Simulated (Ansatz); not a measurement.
ZnS (P6_3mc), frozen normal mode

Level of theory: Ansatz 0.2.0, DFT r2SCAN, scalar-relativistic, plane waves, PAW. Cutoff 500 eV, Γ-centred 6×6×2 k-points, Gaussian smearing of 0.05 eV. No spin polarisation. Energies are free energies at this smearing, counted from the undisturbed cell; pressure is positive in compression.

Reference structure (relaxed at this level):

```
CELL_PARAMETERS angstrom
3.80874 0.00000 0.00000
-1.90437 3.29846 0.00000
0.00000 0.00000 12.46647
ATOMIC_POSITIONS crystal
Zn 0.00000 0.00000 0.00011
Zn 0.00000 0.00000 0.50011
Zn 0.33333 0.66667 0.25007
Zn 0.66667 0.33333 0.75007
S 0.00000 0.00000 0.18724
S 0.00000 0.00000 0.68724
S 0.33333 0.66667 0.43758
S 0.66667 0.33333 0.93758
```

A zone-centre mode of this cell is frozen in: each atom moves by x times its row below, so x is the largest displacement.
```
atom ux uy uz
 Zn1  0.000  0.000   0.322
 Zn2  0.000  0.000  -0.322
 Zn3  0.000  0.000   0.155
 Zn4  0.000  0.000  -0.155
  S5  0.000  0.000  -1.000
  S6  0.000  0.000   1.000
  S7  0.000  0.000   0.138
  S8  0.000  0.000  -0.138
```

```csv
x (Å),ΔE (meV/cell),force along the mode (eV/Å),pressure (GPa),gap on the mesh (eV)
-0.3000,1747.0,12.94,3.1,1.43
-0.1500,403.3,5.51,0.7,2.26
0.0000,0.0,0.00,0.0,2.74
0.0375,24.6,?,0.0,2.70
0.0750,98.9,-2.65,0.2,2.59
0.1125,224.3,-4.04,0.4,2.44
0.1875,639.3,?,1.1,?
0.2250,937.3,-8.83,1.7,1.85
0.2625,1303.7,-10.75,2.3,1.64
```

By symmetry 0.3000 repeats -0.3000, -0.2250 repeats 0.2250, 0.1500 repeats -0.1500, -0.0750 repeats 0.0750 in energy, with the opposite slope along the path.

(1) Give the withheld values.

## Answers

(1) force along the mode (eV/Å) at x (Å) = 0.0375: -1.31; force along the mode (eV/Å) at x (Å) = 0.1875: -7.09; gap on the mesh (eV) at x (Å) = 0.1875: 2.06.